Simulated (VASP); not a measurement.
# CdO (Monteponite) (Fm-3m) in VASP: further runs, part 2 of 2

VASP 6.6.1. The steps go on from the part before.

### 4 Band structure, PBE+U

Input file POSCAR:

```
CdO
1.0
    0.0000000000      2.3476500000      2.3476500000
    2.3476500000      0.0000000000      2.3476500000
    2.3476500000      2.3476500000      0.0000000000
Cd O
1 1
Direct
    0.0000000000      0.0000000000      0.0000000000
    0.5000000000      0.5000000000      0.5000000000
```

Input file INCAR.step1:

```
SYSTEM = CdO
PREC = Accurate ; ENCUT = 520
EDIFF = 1E-7 ; ISMEAR = 0
SIGMA = 0.02 ; LREAL = .FALSE.
LASPH = .TRUE. ; NELM = 60
ALGO = Fast ; ISIF = 2
LWAVE = .FALSE. ; LCHARG = .TRUE.
LDAU = .TRUE. ; LDAUTYPE = 2
LDAUL = 2 -1 ; LDAUU = 8 0
LDAUJ = 0 0 ; LDAUPRINT = 1
GGA = PE ; NBANDS = 16
```

Input file KPOINTS.step1:

```
Automatic mesh
0
G
  8 8 8
  0 0 0
```

Input file INCAR.step2:

```
SYSTEM = CdO
PREC = Accurate ; ENCUT = 520
EDIFF = 1E-7 ; ISMEAR = 0
SIGMA = 0.05 ; LREAL = .FALSE.
LASPH = .TRUE. ; NELM = 60
ALGO = Fast ; ISIF = 2
LWAVE = .FALSE. ; LCHARG = .FALSE.
LDAU = .TRUE. ; LDAUTYPE = 2
LDAUL = 2 -1 ; LDAUU = 8 0
LDAUJ = 0 0 ; LDAUPRINT = 1
GGA = PE ; NBANDS = 16
ICHARG = 11
```

Input file KPOINTS.step2:

```
path GXWKGLUWLK,UX
20
line-mode
reciprocal
 0.0000000000  0.0000000000  0.0000000000  G
 0.5000000000  0.0000000000  0.5000000000  X

 0.5000000000  0.0000000000  0.5000000000  X
 0.5000000000  0.2500000000  0.7500000000  W

 0.5000000000  0.2500000000  0.7500000000  W
 0.3750000000  0.3750000000  0.7500000000  K

 0.3750000000  0.3750000000  0.7500000000  K
 0.0000000000  0.0000000000  0.0000000000  G

 0.0000000000  0.0000000000  0.0000000000  G
 0.5000000000  0.5000000000  0.5000000000  L

 0.5000000000  0.5000000000  0.5000000000  L
 0.6250000000  0.2500000000  0.6250000000  U

 0.6250000000  0.2500000000  0.6250000000  U
 0.5000000000  0.2500000000  0.7500000000  W

 0.5000000000  0.2500000000  0.7500000000  W
 0.5000000000  0.5000000000  0.5000000000  L

 0.5000000000  0.5000000000  0.5000000000  L
 0.3750000000  0.3750000000  0.7500000000  K

 0.6250000000  0.2500000000  0.6250000000  U
 0.5000000000  0.0000000000  0.5000000000  X
```

Command:

```sh
> cat potpaw_PBE.64/Cd/POTCAR potpaw_PBE.64/O/POTCAR > POTCAR
> cp INCAR.step1 INCAR
> cp KPOINTS.step1 KPOINTS
> mpirun -np 1 vasp_std > vasp.out
> cp INCAR.step2 INCAR
> cp KPOINTS.step2 KPOINTS
> mpirun -np 1 vasp_std > vasp.out
```

Wall time 28 s (1 thread of Intel Xeon 6975P-C (Granite Rapids), shared host); peak memory 0.21 GiB.

It converged, with:

| Item | Value |
| --- | --- |
| Band gap on the k mesh | 0.40 eV, indirect (least direct gap 1.08 eV) |
| Band gap along the path | 0.38 eV, indirect (least direct gap 1.08 eV) |

Levels at the corners of the path, in eV from the valence-band top:
```tsv
point	band 7	band 8	band 9	band 10	band 11	band 12
Γ	-0.70	-0.70	-0.70	0.38	15.51	15.51
X	-3.63	-1.65	-1.65	4.70	9.32	10.26
X	-3.63	-1.65	-1.65	4.70	9.32	10.26
W	-2.54	-2.54	-1.66	6.74	9.39	9.39
W	-2.54	-2.54	-1.66	6.74	9.39	9.39
K	-2.97	-2.52	-0.97	6.23	8.92	9.31
K	-2.97	-2.52	-0.97	6.23	8.92	9.31
Γ	-0.70	-0.70	-0.70	0.38	15.51	15.51
Γ	-0.70	-0.70	-0.70	0.38	15.51	15.51
L	-3.91	0.00	0.00	5.28	7.99	12.80
L	-3.91	0.00	0.00	5.28	7.99	12.80
U	-2.97	-2.52	-0.97	6.23	8.92	9.31
U	-2.97	-2.52	-0.97	6.23	8.92	9.31
W	-2.54	-2.54	-1.66	6.74	9.39	9.39
W	-2.54	-2.54	-1.66	6.74	9.39	9.39
L	-3.91	0.00	0.00	5.28	7.99	12.80
L	-3.91	0.00	0.00	5.28	7.99	12.80
K	-2.97	-2.52	-0.97	6.23	8.92	9.31
U	-2.97	-2.52	-0.97	6.23	8.92	9.31
X	-3.63	-1.65	-1.65	4.70	9.32	10.26
```

Caveat: the log is that of the step along the path at fixed density, whose energy, stress, charges and moments have no meaning.

### 5 Single point, TB-mBJ

POSCAR is that of step 4.

Input file INCAR.step1:

```
PREC = Accurate
ENCUT = 520
EDIFF = 1E-5
ISMEAR = 0
SIGMA = 0.02
LREAL = False
LASPH = True
NELM = 80
ALGO = Normal
ISIF = 2
LWAVE = True
NBANDS = 16
GGA = PE
```

Input file INCAR.step2:

```
PREC = Accurate
ENCUT = 520
EDIFF = 1E-6
ISMEAR = 0
SIGMA = 0.02
LREAL = False
LASPH = True
NELM = 80
ALGO = Normal
ISIF = 2
LWAVE = False
LCHARG = True
METAGGA = MBJ
LELF = True
LVHAR = True
NBANDS = 16
ISTART = 1
```

Input file KPOINTS:

```
regular mesh
0
Gamma
  8 8 8
```

Command:

```sh
> cat potpaw_PBE.64/Cd/POTCAR potpaw_PBE.64/O/POTCAR > POTCAR
> cp INCAR.step1 INCAR
> mpirun -np 1 vasp_std > vasp.out
> cp INCAR.step2 INCAR
> mpirun -np 1 vasp_std > vasp.out
```

Run time: 56 s. Hardware: 1 thread of Intel Xeon 6975P-C (Granite Rapids), shared host; peak memory 0.17 GiB.

Results (log left out):

| Property | Result |
| --- | --- |
| Band gap on the k mesh | 1.43 eV, indirect (least direct gap 2.70 eV) |

Levels at points of the mesh, in eV from the valence-band top:
```tsv
k point	band 6	band 7	band 8	band 9	band 10	band 11	band 12	band 13
(0.00, 0.00, 0.00)	-6.15	-1.27	-1.27	-1.27	1.43	17.11	18.25	18.25
(0.50, 0.00, 0.00)	-5.90	-3.35	0.00	0.00	6.41	9.14	13.92	13.92
(0.50, 0.50, 0.00)	-5.59	-3.76	-2.10	-2.10	6.09	10.49	12.70	15.66
```

Caveat: the PAW data sets were made with another functional, which shifts forces and pressure a little. A k mesh can miss the band edges.

### 6 Band structure, TB-mBJ

POSCAR is that of step 5.

INCAR.step1, as its differences from that of step 5:

```diff
@@ -11,2 +11,3 @@
 LWAVE = True
+LCHARG = False
 NBANDS = 16
```

INCAR.step2, as its differences from that of step 5:

```diff
@@ -11,6 +11,4 @@
 LWAVE = False
-LCHARG = True
+LCHARG = False
 METAGGA = MBJ
-LELF = True
-LVHAR = True
 NBANDS = 16
```

KPOINTS is that of step 5.

Input file KPOINTS_OPT:

```
path GXWKGLUWLK,UX
10
line-mode
reciprocal
 0.0000000000  0.0000000000  0.0000000000  G
 0.5000000000  0.0000000000  0.5000000000  X

 0.5000000000  0.0000000000  0.5000000000  X
 0.5000000000  0.2500000000  0.7500000000  W

 0.5000000000  0.2500000000  0.7500000000  W
 0.3750000000  0.3750000000  0.7500000000  K

 0.3750000000  0.3750000000  0.7500000000  K
 0.0000000000  0.0000000000  0.0000000000  G

 0.0000000000  0.0000000000  0.0000000000  G
 0.5000000000  0.5000000000  0.5000000000  L

 0.5000000000  0.5000000000  0.5000000000  L
 0.6250000000  0.2500000000  0.6250000000  U

 0.6250000000  0.2500000000  0.6250000000  U
 0.5000000000  0.2500000000  0.7500000000  W

 0.5000000000  0.2500000000  0.7500000000  W
 0.5000000000  0.5000000000  0.5000000000  L

 0.5000000000  0.5000000000  0.5000000000  L
 0.3750000000  0.3750000000  0.7500000000  K

 0.6250000000  0.2500000000  0.6250000000  U
 0.5000000000  0.0000000000  0.5000000000  X
```

Potentials or basis: VASP PAW PBE potentials, release 64 (Cd, O).

Command:

```sh
> cat potpaw_PBE.64/Cd/POTCAR potpaw_PBE.64/O/POTCAR > POTCAR
> cp INCAR.step1 INCAR
> mpirun -np 1 vasp_std > vasp.out
> cp INCAR.step2 INCAR
> mpirun -np 1 vasp_std > vasp.out
```

It took 68 s on 1 thread of Intel Xeon 6975P-C (Granite Rapids), shared host; peak memory 0.17 GiB.

Results (log left out):

| Item | Value |
| --- | --- |
| Band gap on the k mesh | 1.43 eV, indirect (least direct gap 2.70 eV) |
| Band gap along the path | 1.43 eV, indirect (least direct gap 2.70 eV) |

Levels at the corners of the path, in eV from the valence-band top:
```csv
point,band 5,band 6,band 7,band 8,band 9,band 10,band 11,band 12,band 13,band 14
Γ,-6.15,-6.15,-1.27,-1.27,-1.27,1.43,17.11,18.25,18.25,18.25
X,-5.77,-5.59,-3.76,-2.10,-2.10,6.09,10.49,12.70,15.66,15.66
X,-5.77,-5.59,-3.76,-2.10,-2.10,6.09,10.49,12.70,15.66,15.66
W,-5.77,-5.67,-2.67,-2.67,-1.50,7.98,10.82,10.82,12.77,20.46
W,-5.77,-5.67,-2.67,-2.67,-1.50,7.98,10.82,10.82,12.77,20.46
K,-5.84,-5.83,-3.01,-2.48,-1.13,7.50,10.45,10.57,15.15,17.36
K,-5.84,-5.83,-3.01,-2.48,-1.13,7.50,10.45,10.57,15.15,17.36
Γ,-6.15,-6.15,-1.27,-1.27,-1.27,1.43,17.11,18.25,18.25,18.25
Γ,-6.15,-6.15,-1.27,-1.27,-1.27,1.43,17.11,18.25,18.25,18.25
L,-5.90,-5.90,-3.35,0.00,0.00,6.41,9.14,13.92,13.92,19.85
L,-5.90,-5.90,-3.35,0.00,0.00,6.41,9.14,13.92,13.92,19.85
U,-5.84,-5.83,-3.01,-2.48,-1.13,7.50,10.45,10.57,15.15,17.36
U,-5.84,-5.83,-3.01,-2.48,-1.13,7.50,10.45,10.57,15.15,17.36
W,-5.77,-5.67,-2.67,-2.67,-1.50,7.98,10.82,10.82,12.77,20.46
W,-5.77,-5.67,-2.67,-2.67,-1.50,7.98,10.82,10.82,12.77,20.46
L,-5.90,-5.90,-3.35,0.00,0.00,6.41,9.14,13.92,13.92,19.85
L,-5.90,-5.90,-3.35,0.00,0.00,6.41,9.14,13.92,13.92,19.85
K,-5.84,-5.83,-3.01,-2.48,-1.13,7.50,10.45,10.57,15.15,17.36
U,-5.84,-5.83,-3.01,-2.48,-1.13,7.50,10.45,10.57,15.15,17.36
X,-5.77,-5.59,-3.76,-2.10,-2.10,6.09,10.49,12.70,15.66,15.66
```

Caveat: the PAW data sets were made with another functional, which shifts forces and pressure a little.

### 7 Overview

```csv
task,level,U,k mesh,grid for exact exchange (PRECFOCK),exchange at q = 0,mesh quality,gap on the mesh (eV),pressure (GPa)
band structure,PBE0,-,4 × 4 × 4,Fast,truncated,coarse,1.64,2.5
band structure,PBEsol,-,8 × 8 × 8,-,-,not flagged,-,1.1
band structure,PBE+U,Cd d U = 8 eV,8 × 8 × 8,-,-,not flagged,0.40,-
single point,TB-mBJ,-,8 × 8 × 8,-,-,not flagged,1.43,-
band structure,TB-mBJ,-,8 × 8 × 8,-,-,not flagged,1.43,-
```

Alike in all rows: potentials or basis VASP PAW PBE potentials, release 64 (Cd, O); no spin polarisation; cell as given; cutoff (eV) 520; smearing gaussian 0.02 eV.

Caveats: some runs use coarse meshes; the PAW data sets were made with another functional, which shifts forces and pressure a little (some runs); this crystal is a semiconductor, whose small gap the functional closes, so the metal is an error of the method (some runs).

Absolute energies hang on the potentials; compare differences alone.
